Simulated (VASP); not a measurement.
# From an Ansatz input to VASP: MgO (distorted zincblende)

Ansatz input

```yaml
crystal:
  lattice:
    - [0.071, 2.3354, 2.347]
    - [2.2724, 0.0801, 2.3379]
    - [2.3375, 2.3915, 0.015]
  atoms:
    - { symbol: Mg, position: [0.9511, 0.0064, 0.9937] }
    - { symbol: O, position: [0.3339, 0.219, 0.2496] }
kpoints:
  mp_grid: { grid: [8, 8, 8] }
hamiltonian:
  xc: r2scan
scf:
  occupations: { method: fermi_dirac, width: 0.02 }
  n_extra_bands: 4
output:
  forces: true
  stress: true
  eigenvalues: true
```

Problem. Write VASP inputs for this cell and level of theory.

Solution. 

INCAR

```
LWAVE = .FALSE.
NSW = 0
ALGO = Normal
IBRION = -1
SIGMA = 0.02
PREC = Accurate
LASPH = .TRUE.
EDIFF = 1E-7
ISIF = 2
LREAL = .FALSE.
METAGGA = R2SCAN
NBANDS = 11
NELM = 120
ENCUT = 520
ISMEAR = -1
LCHARG = .FALSE.
```

KPOINTS

```
KPOINTS created by Atomic Simulation Environment
0
Gamma
8 8 8
0 0 0
```

POSCAR

```
Mg O
 1.0000000000000000
     0.0710000000000000    2.3353999999999999    2.3470000000000000
     2.2724000000000002    0.0801000000000000    2.3378999999999999
     2.3374999999999999    2.3915000000000002    0.0150000000000000
 Mg  O
   1   1
Cartesian
  2.4048452100000000  4.5981451300000007  2.2620997599999995
  1.1048024999999999  1.3942503600000000  1.2994074000000000
```

VASP ran with the recommended PBE PAW datasets (8 valence electrons in the cell). Other inputs would serve too.

```
                                            Ansatz       VASP
gap between bands v and c on the k mesh    3.74 eV    3.73 eV
         least direct gap on the k mesh    3.74 eV    3.73 eV
                               pressure   15.8 GPa   16.4 GPa
                          largest force  7.97 eV/Å  8.27 eV/Å
```

The two codes use different PAW datasets and cutoffs. VASP's cell holds 8 valence electrons and Ansatz's 16. Ansatz's stress includes a Pulay correction; VASP's doesn't.
